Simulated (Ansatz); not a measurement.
# 1T-PtSTe monolayer in a perpendicular field

Aim: how the 1T-PtSTe monolayer screens a field along its normal, and what the field does to its bands. A positive field points along +c.

Program: Ansatz 0.2.0. Level of theory: plane-wave DFT, PBE-D3(BJ), Ansatz PAW. Results are calculated unless marked as measured.

## Step 1: The starting structure

The cell holds 3 atoms: 1 Te, 1 Pt and 1 S. Cell: a = 3.795 Å, b = 3.795 Å, c = 35.638 Å, α = 90.0°, β = 90.0°, γ = 120.0°. Vacuum lies along c.

## Step 2: Relaxing the slab

The starting cell is a guess, so the in-plane lattice and the atoms are relaxed first, with the slab cut off from its images along the normal.

File input.yaml:

```yaml
crystal:
  lattice:
    - [3.795, 0.0, 0.0]
    - [-1.8975, 3.2865664074, 0.0]
    - [0.0, 0.0, 35.638276561]
  atoms:
    - { symbol: Te, position: [0.6666666667, 0.3333333333, 0.4671943092] }
    - { symbol: Pt, position: [0.0, 0.0, 0.5077083158] }
    - { symbol: S, position: [0.3333333333, 0.6666666667, 0.5328056908] }
  periodic: [true, true, false]
kpoints:
  mp_grid: { grid: [12, 12, 1] }
hamiltonian:
  xc: pbe
  dispersion: d3bj
scf:
  occupations: { method: fermi_dirac, width: 0.05 }
  convergence: { dr2_threshold: 1.0e-09 }
relax:
  f_tol: 0.004
  max_steps: 90
  cell: {}
output:
  write_potential: true
  write_density: true
  volumetric_format: npy
```

Launch:

```bash
> ansatz run input.yaml --threads 2 --pin off --max-ram 3072MiB --backend cpu --events-out ev --progress --plain --runs-dir out
```

Numbers of over 12 decimals in the logs are rounded to 6 here.

The log of the run:

```text
Warning: relax.cell: scf.convergence.dr2_threshold = 1e-9 eV is looser than the 1.97066250367e-10 eV advised for a relaxation that steers and ends on the stress (1e-10 eV for each atom of the cell: 3, times the square of relax.cell.stress_2d_tol = 0.05 N/m over 12.3 Å (the atoms' height at the walk's start and 5 Å past either face), 4.052e-2 GPa, over a crystal's default 0.05). What an SCF threshold leaves in a stress goes as its square root, and in the free energy as the threshold itself, and one threshold admits the most on a small cell: [figures from the program's tests cut] Set scf.convergence.dr2_threshold to 1.97066250367e-10 eV or tighter. [rest of the remark cut]
Engine: ansatz 0.2.0, aarch64-unknown-linux-gnu
Pseudopotentials: kind: paw
Pseudopotential: Te, paw, valence charge 16, recommended cutoff 420 eV (normal), Te.paw.azcp
Pseudopotential: Pt, paw, valence charge 18, recommended cutoff 420 eV (normal), Pt.paw.azcp
Pseudopotential: S, paw, valence charge 6, recommended cutoff 420 eV (normal), S.paw.azcp
Functional definition: PBE
  parameter kappa = 0.804
  parameter beta = 0.066725
  exchange = pbe_x(kappa = kappa, mu = beta*pi^2/3)
  correlation = pbe_c(beta = beta)
Crystal: 3 atoms, lattice volume = 444.499 Å³
Basis set: ecut = 420 eV, 8687 PW (Γ), exchange–correlation on 54×54×480 points (8 copies of the dense FFT grid, shifted against one another)
Bands: 24, of which v1, the nominal top of the filled ones, is band 20 counted from 1 (19 counted from 0)
Symmetry: 6 space group operations
Space group: P3m1 (ITA 156), of the structure as read, at distance tolerance 7.6e-5 Å
k-points: 19 of 144 (time reversal used)
Non-local potential: Te, projectors of the file, l = 0: 2, l = 1: 2, l = 2: 2, l = 3: 2
Non-local potential: Pt, projectors of the file, l = 0: 3, l = 1: 2, l = 2: 2, l = 3: 1
Non-local potential: S, projectors of the file, l = 0: 2, l = 1: 2, l = 2: 2
PAW form: soft (Blöchl's): semilocal exchange-correlation on the pseudo side does not see the compensation charge
PAW one-centre angular grid: Te, 590 points (default); XC on 64 Gauss nodes
PAW one-centre angular grid: Pt, 590 points (default); XC on 64 Gauss nodes
PAW one-centre angular grid: S, 110 points (default); XC on 64 Gauss nodes
Initial density: superposition of atomic densities (neutral atoms: chi_scale 0, normalization atom), corrected by the library's trained network
Initial wavefunctions: pseudopotential atomic-orbital guess
Functional: x = pbe(κ = 0.804, μ = 0.219515), c = pbe(β = 0.066725)
SCF iter   1: F=—  HF=-20406.393550 eV  |F-HF|=—  |Δ(HF+E_count)|=         —  Δρ=1.68e-3  dr2=2.43e-2  ethr=1.77e-3  ⟨swp⟩=17.3  Hψ=4133  notcnv=0
preconditioner: auto → LDOS  [insulator: Δε(μ)=0.307 eV  Ē_g=8.671 eV  σ=0.050 eV  W_gap=0.86  n_scr=20 (ndim 8)  ℏωp=8.3 eV  f_vac=0.819  D(μ)=0.16/eV (n_scr^D=2)  ε∞_Penn≈1.9  β→1.0]
SCF iter   2: F=—  HF=-20406.398484 eV  |F-HF|=—  |Δ(HF+E_count)|=   4.93e-3  Δρ=1.43e-3  dr2=5.38e-2  ethr=6.07e-5  ⟨swp⟩=4.7  Hψ=1327  notcnv=0
SCF iter   3: F=—  HF=-20406.392187 eV  |F-HF|=—  |Δ(HF+E_count)|=   6.30e-3  Δρ=6.04e-4  dr2=1.28e-2  ethr=6.07e-5  ⟨swp⟩=3.9  Hψ=1010  notcnv=0
SCF iter   4: F=—  HF=-20406.390925 eV  |F-HF|=—  |Δ(HF+E_count)|=   1.26e-3  Δρ=1.91e-4  dr2=4.26e-4  ethr=3.20e-5  ⟨swp⟩=2.3  Hψ=676  notcnv=0
SCF iter   5: F=—  HF=-20406.390860 eV  |F-HF|=—  |Δ(HF+E_count)|=   6.46e-5  Δρ=4.20e-5  dr2=8.92e-6  ethr=1.07e-6  ⟨swp⟩=3.3  Hψ=1006  notcnv=0
SCF iter   6: F=—  HF=-20406.390828 eV  |F-HF|=—  |Δ(HF+E_count)|=   3.25e-5  Δρ=1.86e-5  dr2=2.39e-6  ethr=2.23e-8  ⟨swp⟩=3.5  Hψ=1074  notcnv=0
SCF iter   7: F=—  HF=-20406.390896 eV  |F-HF|=—  |Δ(HF+E_count)|=   6.87e-5  Δρ=4.70e-6  dr2=3.80e-7  ethr=5.97e-9  ⟨swp⟩=2.9  Hψ=794  notcnv=0
SCF iter   8: F=—  HF=-20406.390896 eV  |F-HF|=—  |Δ(HF+E_count)|=   6.80e-9  Δρ=1.69e-6  dr2=8.98e-9  ethr=9.50e-10  ⟨swp⟩=3.4  Hψ=903  notcnv=0
SCF iter   9: F=-20406.390896 eV  HF=-20406.390896 eV  |F-HF|=4.03e-9  |Δ(HF+E_count)|=   2.40e-8  Δρ=4.77e-7  dr2=8.07e-10  ethr=2.50e-12  ⟨swp⟩=10.5  Hψ=4227  notcnv=0
SCF 1 converged in 9 iterations: F = -20406.390896 eV  dr2 = 8.07e-10
  greatest PAW one-centre occupation: 1.000 electrons in one spin orbital (limit 2), on the Pt atom at site 1 (counted from 0), in its partial waves of l = 0
relax step   1: F+E_penalty+E_count = -20406.39089634 eV  Δ(F+E_penalty+E_count) = +0.000e0 eV  max|allowed force component| = 2.631e0 eV/Å  Δτ_max = 0.0000 Å  P = +4.111 N/m  Ω = 444.499 Å³  fix = [c, alpha, beta]  reactions: c +0.000 N/m  (9 SCF iters, accepted)
Crystal: 3 atoms, lattice volume = 444.545 Å³
Initial density: handed on by an earlier stage of this run
Initial wavefunctions: those handed on with the density
iter 1 solved again at ethr=2.12e-4 eV; its pass at ethr=3.10e-3 eV (dr2=8.47e-2 eV) is discarded
SCF iter   1: F=—  HF=-20406.787996 eV  |F-HF|=—  |Δ(HF+E_count)|=         —  Δρ=7.04e-3  dr2=8.28e-2  ethr=2.12e-4  ⟨swp⟩=2.3  Hψ=3440  notcnv=0
preconditioner: auto → Resta (q_TF=auto, 1.826 Å⁻¹)  ε∞=2.0  [insulator: Δε(μ)=0.780 eV  Ē_g=8.202 eV  σ=0.050 eV  W_gap=1.00  n_scr=20 (ndim 8)  ℏωp=8.3 eV  f_vac=0.812  D(μ)=0.00/eV (n_scr^D=0)  ε∞_Penn≈2.0  vacuum switching on, ρ_ref=4.9e-3 e/Å³]
SCF iter   2: F=—  HF=-20406.781353 eV  |F-HF|=—  |Δ(HF+E_count)|=   6.64e-3  Δρ=3.63e-3  dr2=1.15e-1  ethr=2.07e-4  ⟨swp⟩=3.2  Hψ=744  notcnv=0
SCF iter   3: F=—  HF=-20406.792165 eV  |F-HF|=—  |Δ(HF+E_count)|=   1.08e-2  Δρ=3.09e-3  dr2=2.52e-1  ethr=2.07e-4  ⟨swp⟩=4.3  Hψ=876  notcnv=0
SCF iter   4: F=—  HF=-20406.773168 eV  |F-HF|=—  |Δ(HF+E_count)|=   1.90e-2  Δρ=7.24e-4  dr2=1.15e-3  ethr=2.07e-4  ⟨swp⟩=3.6  Hψ=789  notcnv=0
SCF iter   5: F=—  HF=-20406.773727 eV  |F-HF|=—  |Δ(HF+E_count)|=   5.59e-4  Δρ=2.10e-4  dr2=6.14e-4  ethr=2.87e-6  ⟨swp⟩=3.3  Hψ=1027  notcnv=0
SCF iter   6: F=—  HF=-20406.773640 eV  |F-HF|=—  |Δ(HF+E_count)|=   8.79e-5  Δρ=1.00e-4  dr2=6.72e-5  ethr=1.53e-6  ⟨swp⟩=2.5  Hψ=643  notcnv=0
SCF iter   7: F=—  HF=-20406.773612 eV  |F-HF|=—  |Δ(HF+E_count)|=   2.80e-5  Δρ=2.56e-5  dr2=4.61e-6  ethr=1.68e-7  ⟨swp⟩=3.6  Hψ=1010  notcnv=0
SCF iter   8: F=—  HF=-20406.773616 eV  |F-HF|=—  |Δ(HF+E_count)|=   4.31e-6  Δρ=1.48e-5  dr2=1.64e-6  ethr=1.15e-8  ⟨swp⟩=3.6  Hψ=1072  notcnv=0
SCF iter   9: F=—  HF=-20406.773670 eV  |F-HF|=—  |Δ(HF+E_count)|=   5.39e-5  Δρ=7.72e-6  dr2=4.65e-7  ethr=4.09e-9  ⟨swp⟩=2.7  Hψ=798  notcnv=0
SCF iter  10: F=—  HF=-20406.773670 eV  |F-HF|=—  |Δ(HF+E_count)|=   3.31e-8  Δρ=2.74e-6  dr2=5.01e-8  ethr=1.16e-9  ⟨swp⟩=2.2  Hψ=646  notcnv=0
[...]
SCF iter   3: F=—  HF=-20406.778472 eV  |F-HF|=—  |Δ(HF+E_count)|=   2.96e-5  Δρ=4.66e-4  dr2=3.01e-3  ethr=4.56e-6  ⟨swp⟩=2.3  Hψ=615  notcnv=0
SCF iter   4: F=—  HF=-20406.778246 eV  |F-HF|=—  |Δ(HF+E_count)|=   2.26e-4  Δρ=1.42e-4  dr2=6.12e-5  ethr=4.56e-6  ⟨swp⟩=1.5  Hψ=502  notcnv=0
SCF iter   5: F=—  HF=-20406.778245 eV  |F-HF|=—  |Δ(HF+E_count)|=   8.36e-7  Δρ=5.22e-5  dr2=1.22e-5  ethr=1.53e-7  ⟨swp⟩=3.0  Hψ=926  notcnv=0
SCF iter   6: F=—  HF=-20406.778240 eV  |F-HF|=—  |Δ(HF+E_count)|=   4.83e-6  Δρ=4.68e-5  dr2=2.49e-5  ethr=3.06e-8  ⟨swp⟩=3.1  Hψ=1019  notcnv=0
SCF iter   7: F=—  HF=-20406.778235 eV  |F-HF|=—  |Δ(HF+E_count)|=   5.10e-6  Δρ=1.94e-5  dr2=4.51e-6  ethr=3.06e-8  ⟨swp⟩=3.4  Hψ=891  notcnv=0
SCF iter   8: F=—  HF=-20406.778238 eV  |F-HF|=—  |Δ(HF+E_count)|=   2.60e-6  Δρ=2.16e-6  dr2=7.12e-8  ethr=1.13e-8  ⟨swp⟩=3.2  Hψ=957  notcnv=0
SCF iter   9: F=—  HF=-20406.778298 eV  |F-HF|=—  |Δ(HF+E_count)|=   6.01e-5  Δρ=3.78e-7  dr2=1.50e-9  ethr=1.78e-10  ⟨swp⟩=3.2  Hψ=887  notcnv=0
SCF iter  10: F=-20406.778298 eV  HF=-20406.778298 eV  |F-HF|=3.64e-12  |Δ(HF+E_count)|=   1.67e-9  Δρ=8.98e-8  dr2=4.35e-11  ethr=2.50e-12  ⟨swp⟩=12.5  Hψ=3678  notcnv=0
SCF 3 converged in 10 iterations: F = -20406.778298 eV  dr2 = 4.35e-11
relax step   3: F+E_penalty+E_count = -20406.77829803 eV  Δ(F+E_penalty+E_count) = -4.628e-3 eV  max|allowed force component| = 6.070e-2 eV/Å  Δτ_max = 0.0212 Å  P = -0.518 N/m  Ω = 444.533 Å³  energy of the carried Pulay correction = -1.244e-6 eV  fix = [c, alpha, beta]  reactions: c -0.000 N/m  (10 SCF iters, accepted)
[...]
relax step   4: F+E_penalty+E_count = -20406.78239398 eV  Δ(F+E_penalty+E_count) = -4.096e-3 eV  max|allowed force component| = 2.982e-2 eV/Å  Δτ_max = 0.0189 Å  P = -0.276 N/m  Ω = 439.765 Å³  energy of the carried Pulay correction = +1.762e-4 eV  fix = [c, alpha, beta]  reactions: c -0.000 N/m  (9 SCF iters, accepted)
[...]
relax step   5: F+E_penalty+E_count = -20406.78301629 eV  Δ(F+E_penalty+E_count) = -6.223e-4 eV  max|allowed force component| = 7.850e-3 eV/Å  Δτ_max = 0.0054 Å  P = -0.024 N/m  Ω = 437.415 Å³  energy of the carried Pulay correction = +2.643e-4 eV  fix = [c, alpha, beta]  reactions: c -0.000 N/m  (8 SCF iters, accepted)
[...]
relax step   6: F+E_penalty+E_count = -20406.78302412 eV  Δ(F+E_penalty+E_count) = -7.836e-6 eV  max|allowed force component| = 4.538e-4 eV/Å  Δτ_max = 0.0004 Å  P = -0.001 N/m  Ω = 437.323 Å³  energy of the carried Pulay correction = +2.678e-4 eV  fix = [c, alpha, beta]  reactions: c -0.000 N/m  (7 SCF iters, accepted)
Initial wavefunctions: pseudopotential atomic-orbital guess (no wavefunctions were taken with the density)
iter 1 solved again at ethr=8.39e-7 eV; its pass at ethr=3.10e-3 eV (dr2=3.35e-4 eV) is discarded
SCF iter   1: F=—  HF=-20406.782740 eV  |F-HF|=—  |Δ(HF+E_count)|=         —  Δρ=1.09e-5  dr2=9.88e-8  ethr=8.39e-7  ⟨swp⟩=5.2  Hψ=5520  notcnv=0
eigensolver tolerance schedule: the retry pair's looser diagonalisation over-reported the residual by 3392.41 of it (diagonalisation noise at 11.17 of the residual, at the tolerance the schedule requests for it); recorded, not acted on — ethr = c·dr2/N_el stays at c = 1.0e-1
SCF iter   2: F=—  HF=-20406.782780 eV  |F-HF|=—  |Δ(HF+E_count)|=   3.95e-5  Δρ=6.09e-6  dr2=4.20e-8  ethr=2.47e-10  ⟨swp⟩=5.8  Hψ=1696  notcnv=0
SCF iter   3: F=—  HF=-20406.782780 eV  |F-HF|=—  |Δ(HF+E_count)|=   1.42e-8  Δρ=2.66e-6  dr2=6.07e-8  ethr=1.05e-10  ⟨swp⟩=3.5  Hψ=1026  notcnv=0
SCF iter   4: F=—  HF=-20406.782780 eV  |F-HF|=—  |Δ(HF+E_count)|=   3.81e-9  Δρ=1.52e-6  dr2=8.98e-8  ethr=1.05e-10  ⟨swp⟩=2.3  Hψ=634  notcnv=0
SCF iter   5: F=—  HF=-20406.782780 eV  |F-HF|=—  |Δ(HF+E_count)|=   5.84e-9  Δρ=7.21e-7  dr2=8.76e-9  ethr=1.05e-10  ⟨swp⟩=1.8  Hψ=525  notcnv=0
iter 6 met the thresholds in force, and the SCF goes on: an eigenvalue changes by 2.11 meV, over its tolerance of 1.12 meV (output.eigenvalues, Limitations)
SCF iter   6: F=-20406.782780 eV  HF=-20406.782780 eV  |F-HF|=4.69e-10  |Δ(HF+E_count)|=  5.53e-10  Δρ=3.07e-7  dr2=5.92e-10  ethr=2.50e-12  ⟨swp⟩=14.2  Hψ=3994  notcnv=0
SCF iter   7: F=-20406.782780 eV  HF=-20406.782780 eV  |F-HF|=1.42e-10  |Δ(HF+E_count)|=  8.51e-10  Δρ=9.72e-8  dr2=1.44e-10  ethr=1.48e-12  ⟨swp⟩=8.2  Hψ=3078  notcnv=0
SCF 7 converged in 7 iterations: F = -20406.782780 eV  dr2 = 1.44e-10
relax step   7: F+E_penalty+E_count = -20406.78277973 eV  Δ(F+E_penalty+E_count) = +2.444e-4 eV  max|allowed force component| = 3.905e-4 eV/Å  Δτ_max = 0.0000 Å  P = -0.003 N/m  Ω = 437.323 Å³  fix = [c, alpha, beta]  reactions: c -0.000 N/m  stress off target by 2.51e-3 N/m on what of the cell is left free  SCF on the basis re-selected at this cell (its energy is not comparable with the rows above)  (7 SCF iters)
basis re-selected at this cell: Δ(F+E_penalty+E_count) = +2.444e-4 eV, ΔP = -0.002 N/m vs the last step (what re-selecting the basis moved, of the pressure what is left beyond the Pulay correction that the steps carried, after the strain that the cell walked since its last selection, with what the two solves' SCF thresholds leave and, on support functions, any second-order correction that the steps lacked; it is no m [...]
SCF converged after 7 iterations
an eigenvalue changed by more than its tolerance at an iteration that met the thresholds in force, so the SCF went on 1 time: the last check found none over its tolerance
Free energy (F): -20406.782780 eV
Harris-Foulkes:  -20406.782780 eV  (|F-HF|=1.42e-10)
Internal energy: -20406.782756 eV  (E = F + TS)
E sigma→0 (E₀):  -20406.782768 eV
Entropy (-TS):   -0.000024 eV (-0.008 meV/atom)
Fermi energy:    -5.027184 eV
--- Per-component energies (eV) ---
  E_band       = -1205.721416
  E_kinetic    = 924.084223
  E_local      = -93934.315464  (includes V_loc(G=0)·N_el)
  E_nonlocal   = -82.954355
  E_hartree    = 46527.558104
  E_xc         = -482.833143
  E_vxc        = -493.920158  (∫ρ·V_xc dr)
  E_paw        = -14716.652449  (= ΣΔE_a)
  E_vpaw       = -673.731861  (= ΣTr[D̂ρ^β])
  E_aug_tail   = 0.000021  (compensation charges beyond the density's cutoff)
  E_ewald      = 41359.261574
  E_disp       = -0.931267  (pairwise vdW)
  E_smearing   = -0.000024  (= −TS)
  E_closure    = -0.000000  (closes the sum)
  Σ components = -20406.782780   (vs F -20406.782780, Δ=0.00e0)
--- Forces (eV/Å), atoms counted from 1 ---
  atom   1  Te     0.00000000     0.00000000     0.00035469
  atom   2  Pt     0.00000000    -0.00000000     0.00003739
  atom   3  S      0.00000000     0.00000000    -0.00038967
  max |Σ_I F_I| component: 2.41e-6 eV/Å
--- 2D stress c σ (N/m, compression-positive) ---
       -0.002508      -0.000000      -0.000000
       -0.000000      -0.002508      -0.000000
       -0.000000      -0.000000      -0.000000
  P = ½ c Tr σ = -0.0025 N/m
--- Band table (eV; the first three rows and the last of 19) ---
  k-point 0: bands = [... 16 lower, -7.2810, -5.9926, -5.5299, -5.5299, -2.5948, -2.5948, -1.6084, -0.6347]
  k-point 1: bands = [... 16 lower, -7.3602, -6.0848, -5.5468, -5.5467, -3.1271, -2.7291, -1.4328, -0.4740]
  k-point 2: bands = [... 16 lower, -7.6520, -6.2182, -5.6654, -5.5344, -4.0147, -2.9721, -1.0347, -0.1241]
  k-point 18: bands = [... 16 lower, -8.5792, -7.6300, -6.9371, -6.5132, -4.6380, -3.3801, -0.4018, 1.4402]
  the weakly bound empty levels are not read free of the cell's end (no_gap_told)
--- Relaxed structure (6 steps of the walk, 6 accepted, 1 SCFs on fresh bases) ---
  F+E_penalty+E_count = -20406.78277973 eV   max|allowed force component| = 3.905e-4 eV/Å   (the final SCF, on the basis selected at the relaxed cell)
  cell:  # Å, volume = 437.3229 Å³
    - [3.764241, -2.2765972285831553e-18, 0]
    - [-1.882121, 3.259929, 0]
    - [0, 0, 35.638276561]
  atoms:
    - { symbol: Te, position: [0.666667, 0.333333, 0.464004] }
    - { symbol: Pt, position: [0, 0, 0.505006] }
    - { symbol: S, position: [0.333333, 0.666667, 0.538699] }
```

Elapsed: 63 s, on 2 threads of Arm Neoverse V2, shared host; peak memory 0.68 GiB; 2.1 min of CPU time.

Step by step:

```
step  energy less that of the first step (eV)  largest force component (eV/Å)  volume (Å³)
   1                                   0.0000                          2.6314       444.50
   2                                  -0.3828                          0.3424       444.55
   3                                  -0.3874                          0.0607       444.53
   4                                  -0.3915                          0.0298       439.76
   5                                  -0.3921                          0.0078       437.42
   6                                  -0.3921                          0.0005       437.32
  7*                                  -0.3919                          0.0004       437.32
```

Relaxation steps marked * repeat the geometry before them on a plane-wave basis chosen anew for their cell, so energy and pressure can jump there.

The run keeps the 6 symmetry operations that it works with, so distortions that break them were not tested.

```
cell as run  before  after  change
      a (Å)   3.795  3.764  -0.8 %
      b (Å)   3.795  3.764  -0.8 %
```

The atoms that moved most (Å, along periodic axes as changes of fractional coordinates times the final cell, across vacuum about the mean position):

```
atom     dx     dy      dz  length
  S3  0.000  0.000   0.210   0.210
 Te1  0.000  0.000  -0.114   0.114
 Pt2  0.000  0.000  -0.096   0.096
```

Final coordinates:

```xyz
3
Lattice="3.7642 0.0000 0.0000 -1.8821 3.2599 0.0000 0.0000 0.0000 35.6383" Properties=species:S:1:pos:R:3
Te    1.8821    1.0866   16.5363
Pt    0.0000    0.0000   17.9975
S     0.0000    2.1733   19.1983
```

The lattice constant a goes from 3.795 to 3.764 Å.

[end of part 1 of 3]

[Logs are printed without paths, hosts, clocks, repeated set-up lines and the standing remarks that a program may print on its own settings, such as how far it seeks lower states.]

[Hosts, paths, dates, database ids (printed as entryN), source tags and the programs' standing remarks are cut or masked in the printed files.]

[Maps of the electrostatic potential energy from Ansatz leave out the sawtooth potential of an applied field or a dipole correction, so their vacuum need not be flat; planar profiles and work functions include it.]
